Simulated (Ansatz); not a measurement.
# Y (P6_3/mmc) in Ansatz: a series of runs, part 3 of 3

Ansatz 0.2.0.

### Step 4. Relaxation of cell and atoms, r2SCAN, target pressure 5 GPa, at which the enthalpy is minimised

input.yaml

```yaml
crystal:
  lattice:
    - [3.6474, 0.0, 0.0]
    - [-1.8237, 3.1587410578, 0.0]
    - [0.0, 0.0, 5.7306]
  atoms:
    - { symbol: "Y", position: [0.6666666667, 0.3333333333, 0.75] }
    - { symbol: "Y", position: [0.3333333333, 0.6666666667, 0.25] }
hamiltonian:
  xc: r2scan
  pseudopotentials: { kind: paw }
kpoints:
  mp_grid: { grid: [8, 8, 5] }
scf:
  occupations: { method: fermi_dirac, width: 0.05 }
output:
  forces: true
  stress: true
  eigenvalues: true
  write_density: true
  write_potential: true
  elf: true
  volumetric_format: npy
relax:
  f_tol: 0.01
  max_steps: 40
  cell: { stress_tol: 0.05, p_target: 5.0 }
```

Potentials or basis: Ansatz PAW.

Run with:

```console
> ansatz run input.yaml --threads 2 --pin off --max-ram 5632MiB --backend cpu --events-out ev --progress --plain --runs-dir out
```

The program printed:

```text
Warning: RAYON_NUM_THREADS=2 ignored (pool sized by the plan → 2); use --threads N
Engine: ansatz 0.2.0, aarch64-unknown-linux-gnu
Pseudopotentials: kind: paw
Pseudopotential: Y, paw, valence charge 11, recommended cutoff 500 eV (meta_gga), Y.paw.azcp
Functional definition: r2SCAN
  parameter k0 = 0.174
  parameter k1 = 0.065
  parameter a1 = 4.9479
  exchange = r2scan_x(k0 = k0, k1 = k1, a1 = a1)
  correlation = r2scan_c
Crystal: 2 atoms, lattice volume = 66.023 Å³
Basis set: ecut = 500 eV, 1701 PW (Γ), exchange–correlation on 108×108×180 points (64 copies of the dense FFT grid, shifted against one another)
Bands: 15, of which v1, the nominal top of the filled ones, is band 11 counted from 1 (10 counted from 0)
Symmetry: 24 space group operations
Space group: P63/mmc (ITA 194), of the structure as read, at distance tolerance 4.0e-5 Å
k-points: 30 of 320
Non-local potential: Y, projectors of the file, l = 0: 3, l = 1: 2, l = 2: 2, l = 3: 1
PAW form: soft (Blöchl's): semilocal exchange-correlation on the pseudo side does not see the compensation charge
PAW frozen core: Y, regenerated for the run's functional (the file was generated under x = pbe(κ = 0.804, μ = 0.2195149727645171), c = pbe(β = 0.06672455060314922))
PAW one-centre angular grid: Y, 590 points (default); XC on 160 Gauss nodes
Initial density: superposition of atomic densities (neutral atoms: chi_scale 0, normalization atom), corrected by the library's trained network
Initial wavefunctions: pseudopotential atomic-orbital guess
Functional: x = r2scan, c = r2scan; τ floored in thin density (d = 2e-4 eV/Å³)
SCF iter   1: F=—  HF=-7719.362746 eV  |F-HF|=—  |Δ(HF+E_count)|=         —  Δρ=5.16e-3  dr2=1.64e-2  dr2_τ=3.26e-3  ethr=1.77e-3  ⟨swp⟩=4.4  Hψ=2009  notcnv=0
preconditioner: auto → Kerker (q_TF=auto, 2.272 Å⁻¹)  [metal: Δε(μ)=0.032 eV  Ē_g=2.751 eV  σ=0.050 eV  W_gap=0.15  n_scr=22 (ndim 8)  ℏωp=11.2 eV  f_vac=0.000  D(μ)=4.88/eV (n_scr^D=54)]
SCF iter   2: F=—  HF=-7719.414948 eV  |F-HF|=—  |Δ(HF+E_count)|=   5.22e-2  Δρ=3.46e-3  dr2=7.82e-3  dr2_τ=2.07e-4  ethr=7.48e-5  ⟨swp⟩=2.2  Hψ=1065  notcnv=0
SCF iter   3: F=—  HF=-7719.416411 eV  |F-HF|=—  |Δ(HF+E_count)|=   1.46e-3  Δρ=5.40e-4  dr2=1.71e-4  dr2_τ=5.06e-5  ethr=3.56e-5  ⟨swp⟩=2.1  Hψ=804  notcnv=0
SCF iter   4: F=—  HF=-7719.416608 eV  |F-HF|=—  |Δ(HF+E_count)|=   1.97e-4  Δρ=1.74e-4  dr2=1.32e-5  dr2_τ=1.05e-6  ethr=7.76e-7  ⟨swp⟩=2.0  Hψ=722  notcnv=0
SCF iter   5: F=—  HF=-7719.416606 eV  |F-HF|=—  |Δ(HF+E_count)|=   1.75e-6  Δρ=1.56e-5  dr2=6.11e-8  dr2_τ=4.45e-8  ethr=6.00e-8  ⟨swp⟩=2.2  Hψ=582  notcnv=0
SCF iter   6: F=-7719.416606 eV  HF=-7719.416606 eV  |F-HF|=3.74e-9  |Δ(HF+E_count)|=   3.26e-7  Δρ=3.26e-6  dr2=4.72e-9  dr2_τ=1.02e-9  ethr=2.78e-10  ⟨swp⟩=5.7  Hψ=2540  notcnv=0
SCF 1 converged in 6 iterations: F = -7719.416606 eV  dr2 = 4.72e-9
relax step   1: F+E_penalty+E_count = -7719.41660648 eV  Δ(F+E_penalty+E_count) = +0.000e0 eV  max|allowed force component| = 6.476e-17 eV/Å  Δτ_max = 0.0000 Å  P = +0.695 GPa  Ω = 66.023 Å³  (6 SCF iters, dr2 threshold 1.00e-7 eV, accepted)
Crystal: 2 atoms, lattice volume = 59.033 Å³
Basis set: ecut = 500 eV, 1485 PW (Γ), exchange–correlation on 108×108×180 points (64 copies of the dense FFT grid, shifted against one another)
Initial density: handed on by an earlier stage of this run
Initial wavefunctions: those handed on with the density
iter 1 solved again at ethr=1.11e-5 eV; its pass at ethr=3.10e-3 eV (dr2=2.44e-3 eV) is discarded
SCF iter   1: F=—  HF=-7718.934719 eV  |F-HF|=—  |Δ(HF+E_count)|=         —  Δρ=2.80e-3  dr2=2.61e-3  dr2_τ=1.58e-1  ethr=1.11e-5  ⟨swp⟩=2.3  Hψ=3455  notcnv=0
preconditioner: auto → Kerker (q_TF=auto, 2.314 Å⁻¹)  [metal: Δε(μ)=0.022 eV  Ē_g=2.881 eV  σ=0.050 eV  W_gap=0.11  n_scr=10 (ndim 8)  ℏωp=11.8 eV  f_vac=0.000  D(μ)=4.88/eV (n_scr^D=54)]
SCF iter   2: F=—  HF=-7719.275511 eV  |F-HF|=—  |Δ(HF+E_count)|=   3.41e-1  Δρ=1.23e-3  dr2=4.23e-4  dr2_τ=3.03e-4  ethr=1.11e-5  ⟨swp⟩=3.0  Hψ=980  notcnv=0
SCF iter   3: F=—  HF=-7719.276343 eV  |F-HF|=—  |Δ(HF+E_count)|=   8.31e-4  Δρ=7.15e-4  dr2=1.59e-4  dr2_τ=1.17e-5  ethr=1.92e-6  ⟨swp⟩=3.0  Hψ=792  notcnv=0
SCF iter   4: F=—  HF=-7719.276558 eV  |F-HF|=—  |Δ(HF+E_count)|=   2.15e-4  Δρ=9.29e-5  dr2=4.03e-6  dr2_τ=7.07e-7  ethr=7.21e-7  ⟨swp⟩=2.8  Hψ=802  notcnv=0
[... 33 lines left out ...]
Initial wavefunctions: pseudopotential atomic-orbital guess (no wavefunctions were taken with the density)
iter 1 solved again at ethr=1.07e-7 eV; its pass at ethr=3.10e-3 eV (dr2=2.36e-5 eV) is discarded
SCF iter   1: F=—  HF=-7719.321391 eV  |F-HF|=—  |Δ(HF+E_count)|=         —  Δρ=1.20e-4  dr2=8.67e-7  dr2_τ=8.52e-6  ethr=1.07e-7  ⟨swp⟩=3.0  Hψ=3331  notcnv=0
SCF iter   2: F=—  HF=-7719.321396 eV  |F-HF|=—  |Δ(HF+E_count)|=   4.88e-6  Δρ=6.37e-5  dr2=2.54e-7  dr2_τ=4.02e-7  ethr=3.94e-9  ⟨swp⟩=2.0  Hψ=777  notcnv=0
SCF iter   3: F=—  HF=-7719.321396 eV  |F-HF|=—  |Δ(HF+E_count)|=   5.13e-7  Δρ=2.77e-6  dr2=2.48e-9  dr2_τ=1.32e-9  ethr=1.16e-9  ⟨swp⟩=2.7  Hψ=809  notcnv=0
SCF iter   4: F=—  HF=-7719.321396 eV  |F-HF|=—  |Δ(HF+E_count)|=   9.63e-9  Δρ=7.55e-7  dr2=4.33e-10  dr2_τ=1.96e-11  ethr=1.13e-11  ⟨swp⟩=2.0  Hψ=789  notcnv=0
SCF iter   5: F=—  HF=-7719.321396 eV  |F-HF|=—  |Δ(HF+E_count)|=  6.82e-11  Δρ=2.15e-7  dr2=3.07e-11  dr2_τ=4.57e-12  ethr=1.97e-12  ⟨swp⟩=3.0  Hψ=797  notcnv=0
SCF iter   6: F=-7719.321396 eV  HF=-7719.321396 eV  |F-HF|=3.64e-12  |Δ(HF+E_count)|=  5.82e-11  Δρ=7.22e-8  dr2=2.38e-12  dr2_τ=2.53e-13  ethr=1.00e-12  ⟨swp⟩=5.0  Hψ=1679  notcnv=0
SCF 6 converged in 6 iterations: F = -7719.321396 eV  dr2 = 2.38e-12
relax step   6: F+E_penalty+E_count = -7719.32139646 eV  Δ(F+E_penalty+E_count) = +6.914e-4 eV  max|allowed force component| = 1.110e-16 eV/Å  Δτ_max = 0.0000 Å  P = +4.996 GPa  Ω = 60.340 Å³  stress off target by 9.47e-3 GPa  SCF on the basis re-selected at this cell (its energy is not comparable with the rows above)  (6 SCF iters)
basis re-selected at this cell: Δ(F+E_penalty+E_count) = +6.914e-4 eV, ΔP = -0.004 GPa vs the last step (what re-selecting the basis moved, of the pressure what is left beyond the Pulay correction that the steps carried, after the strain that the cell walked since its last selection, with what the two solves' SCF thresholds leave and, on support functions, any second-order correction that the steps lacked; it is no measure of the basis error at this ecutwfc). This SCF's stress stands 9.47e-3 GPa from its target on what of the cell is left free (relax.cell.stress_tol is 5.00e-2 GPa) and its largest allowed force component is 1.11e-16 eV/Å (relax.f_tol is 1.00e-2 eV/Å): within both
SCF converged after 6 iterations
Free energy (F): -7719.321396 eV
Harris-Foulkes:  -7719.321396 eV  (|F-HF|=3.64e-12)
Internal energy: -7719.283089 eV  (E = F + TS)
E sigma→0 (E₀):  -7719.302243 eV
Entropy (-TS):   -0.038307 eV (-19.154 meV/atom)
Fermi energy:    10.347937 eV
--- Per-component energies (eV) ---
  E_band       = -234.723795
  E_kinetic    = 611.621162
  E_local      = -1163.817336  (includes V_loc(G=0)·N_el)
  E_nonlocal   = 100.275651
  E_hartree    = 368.337640
  E_xc         = -336.008732
  E_vxc        = -444.275518  (∫ρ·V_xc dr)
  E_paw        = -5683.539260  (= ΣΔE_a)
  E_vpaw       = -99.519792  (= ΣTr[D̂ρ^β])
  E_aug_tail   = 0.000006  (compensation charges beyond the density's cutoff)
  E_vtau       = 24.316742  (kinetic-family band-sum trace: ∫τ·v_τ [+ j·A + Jᵃ·Aᵃ] dr)
  E_ewald      = -1615.844314
  E_core_change = -0.307907  (= ΣΔE_core)
  E_smearing   = -0.038307  (= −TS)
  E_closure    = -0.000000  (closes the sum)
  Σ components = -7719.321396   (vs F -7719.321396, Δ=0.00e0)
--- Forces (eV/Å), atoms counted from 1 ---
  atom   1  Y      0.00000000    -0.00000000    -0.00000000
  atom   2  Y     -0.00000000     0.00000000     0.00000000
  max |Σ_I F_I| component: 1.85e-17 eV/Å
--- Stress (GPa, compression-positive) ---
        4.998073       0.000000      -0.000000
       -0.000000       4.998073      -0.000000
       -0.000000      -0.000000       4.990527
  P = ⅓ Tr σ = 4.9956 GPa (49.956 kbar)
--- Band table (eV; the first three rows and the last of 30) ---
  k-point 0: bands = ["-33.6085", "-33.4892", "-13.3894", "-12.7139", "-12.7139", "-12.5890", "-12.5890", "-12.5481", "5.3375", "8.3432", "11.5398", "12.3870", "12.3870", "12.8870", "13.1607"]
  k-point 1: bands = ["-33.5973", "-33.5007", "-13.3142", "-12.7020", "-12.7020", "-12.6342", "-12.6011", "-12.6011", "5.6392", "8.1794", "11.2871", "12.2482", "12.2482", "12.5731", "12.8951"]
  k-point 2: bands = ["-33.5677", "-33.5308", "-13.1126", "-12.8532", "-12.6710", "-12.6710", "-12.6324", "-12.6324", "6.4545", "7.4828", "11.2664", "11.8559", "12.2074", "12.2074", "12.4553"]
  k-point 29: bands = ["-33.4933", "-33.4883", "-13.2284", "-13.2032", "-13.0031", "-12.9219", "-12.7076", "-12.6803", "9.3327", "9.5640", "10.3335", "10.3499", "10.9961", "11.0134", "13.2904"]
--- Relaxed structure (5 steps of the walk, 5 accepted, 1 SCFs on fresh bases) ---
  F+E_penalty+E_count = -7719.32139646 eV   max|allowed force component| = 1.110e-16 eV/Å   (the final SCF, on the basis selected at the relaxed cell)
  cell:  # Å, volume = 60.3403 Å³
    - [3.5559598615793093, 1.2756438716450862e-32, -1.0428198553329117e-33]
    - [-1.7779799307896547, 3.0795515749654783, -3.7138221102817125e-18]
    - [-1.8204698211012186e-34, -6.737630149438903e-18, 5.510142796322506]
  atoms:
    - { symbol: Y, position: [0.6666666666666665, 0.33333333333333326, 0.75] }
    - { symbol: Y, position: [0.33333333333333326, 0.6666666666666665, 0.25] }
```

rho_z.tsv:

```text
# z_ang	rho[e/angstrom^3]
# format = ansatz-planar-average/11
# lattice	3.555959862	0.000000000	-0.000000000
# lattice	-1.777979931	3.079551575	-0.000000000
# lattice	-0.000000000	-0.000000000	5.510142796
# sites	2
# site	39	1.777979931	1.026517192	4.132607097
# site	39	0.000000000	2.053034383	1.377535699
0.000000	1.154259e-1
0.122448	1.182590e-1
0.244895	1.281006e-1
0.367343	1.490713e-1
0.489790	1.878586e-1
0.612238	2.512048e-1
[... 37 lines left out ...]
5.265248	1.281006e-1
5.387695	1.182590e-1
```

v_z.tsv:

```text
# z_ang	v_es[eV]	v_tot[eV]
# format = ansatz-planar-average/11
# xc	r2scan
# density_cutoff_ev	2000
# datasets	Y=:simpson_from_first_knot:soft:shift=0
# lattice	3.555959862	0.000000000	-0.000000000
# lattice	-1.777979931	3.079551575	-0.000000000
# lattice	-0.000000000	-0.000000000	5.510142796
# sites	2
# site	39	1.777979931	1.026517192	4.132607097
# site	39	0.000000000	2.053034383	1.377535699
0.000000	1.061569e1	2.094510e0
0.122448	1.045821e1	1.863465e0
0.244895	9.987118e0	1.325715e0
0.367343	9.132990e0	3.202559e-1
0.489790	7.756344e0	-1.504798e0
0.612238	5.864585e0	-4.030559e0
[... 37 lines left out ...]
5.265248	9.987118e0	1.325715e0
5.387695	1.045821e1	1.863465e0
```

Run time: 12 s. Hardware: 2 threads of Arm Neoverse V2, shared host; peak memory 0.48 GiB.

Results:

| Property | Result |
| --- | --- |
| Free energy | -7719.3214 eV |
| Relaxed volume | 30.17 Å³/atom |
| Relaxed cell | a = 3.556 Å, b = 3.556 Å, c = 5.510 Å, α = 90.00°, β = 90.00°, γ = 120.00° |
| Space group after relaxing (to 0.05 Å) | P6_3/mmc (No. 194) |
| Energy change on relaxing (the enthalpy is what falls) | +47.6 meV/atom |
| Ionic steps | 6 |
| Pressure after relaxing | 5.0 GPa |
| Band gap on the k mesh | none (metal or under the smearing width) |

Step by step:
| step | energy change (eV) | largest force (eV/Å) | volume (Å³) |
| --- | --- | --- | --- |
| 1 | 0.0000 | 0.0000 | 66.02 |
| 2 | 0.1400 | 0.0000 | 59.03 |
| 3 | 0.0927 | 0.0000 | 60.40 |
| 4 | 0.0944 | 0.0000 | 60.34 |
| 5 | 0.0945 | 0.0000 | 60.34 |
| 6 | 0.0952 | 0.0000 | 60.34 |

Final structure:
```cif
data_structure
_symmetry_space_group_name_H-M 'P 1'
_symmetry_Int_Tables_number 1
_cell_length_a 3.5560
_cell_length_b 3.5560
_cell_length_c 5.5101
_cell_angle_alpha 90.000
_cell_angle_beta 90.000
_cell_angle_gamma 120.000
_cell_volume 60.34
loop_
_atom_site_label
_atom_site_type_symbol
_atom_site_fract_x
_atom_site_fract_y
_atom_site_fract_z
_atom_site_occupancy
Y1 Y 0.66667 0.33333 0.75000 1
Y2 Y 0.33333 0.66667 0.25000 1
```

Caveat: the plane-wave basis is chosen anew once the cell has moved, so the energies of steps on either side of that aren't comparable; the PAW data sets come from PBE, with cores solved anew for the run's functional, which leaves a small shift of forces and pressure.

### Step 5. The runs side by side

| cell | target pressure (GPa) | gap on the mesh (eV) | pressure (GPa) |
| --- | --- | --- | --- |
| relaxed | 0 | none | 0.0 |
| relaxed to 2 GPa | 2 | none | 2.0 |
| relaxed to 5 GPa | 5 | none | 5.0 |

Alike in all rows: task relaxation of cell and atoms; level r2SCAN; potentials or basis Ansatz PAW; no spin polarisation; k mesh 8 × 8 × 5; cutoff (eV) 500; smearing fermi-dirac 0.05 eV.

Caveats: the plane-wave basis is chosen anew once the cell has moved, so the energies of steps on either side of that aren't comparable; the PAW data sets come from PBE, with cores solved anew for the run's functional, which leaves a small shift of forces and pressure.

Total energies depend on the potentials used, so only differences within one code and one set of settings carry meaning.
